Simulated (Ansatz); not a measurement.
**Sc$_{2}$Al: how the energy converges with the cutoff**

Sc$_{2}$Al, P1, a = 4.898 Å, b = 4.931 Å, c = 6.175 Å, α, β, γ = 89.6°, 91.2°, 120.6°. Ansatz: r2SCAN, PAW, cutoff varied, Γ-centred 8×8×6 mesh on 6 atoms, Gaussian smearing 0.10 eV; no spin polarisation. Single points at one geometry with displaced atoms, the cutoff alone changed; ΔE is the energy at zero smearing over the run at 600 eV. The runs up to 350 eV lie under the cutoff recommended for these PAW datasets.

```
cutoff (eV)  ΔE (meV/atom)
        200              ?
        250         256.31
        300          37.58
        350           9.97
        500           1.60
```

**Question.** Assume ΔE falls exponentially with the cutoff, fit y = ln ΔE against x, the cutoff in eV, to the other rows, and predict the missing value.

**Answer.** y = 5.546, 3.626, 2.300, 0.470. Means x = 350.0, y = 2.9855; Σ(Δx)² = 35000, ΣΔxΔy = -665.4; the slope is their ratio. y = 9.639 − 0.01901 x, a factor of ten per 121 eV. At 200 eV this gives ΔE = 342.75 meV/atom. The run gave 1651.08, a ratio of 0.21. Between neighbouring rows the decay runs from a factor of ten per 60 eV to one per 189 eV, so one exponential is only a rough guide. The fast fall gives way to a slow tail, so a fit to low cutoffs promises convergence too early. The reference at 600 eV isn't the complete basis: by the fit it lies 0.17 meV/atom above it, and every ΔE is lowered by that much, or by more if the decay slows beyond the rows, as it often does.

Cost: 6 runs of about 22 core-minutes in all, on Intel Xeon Processor @ 2.50GHz (Skylake/Cascade Lake) (shared hosts).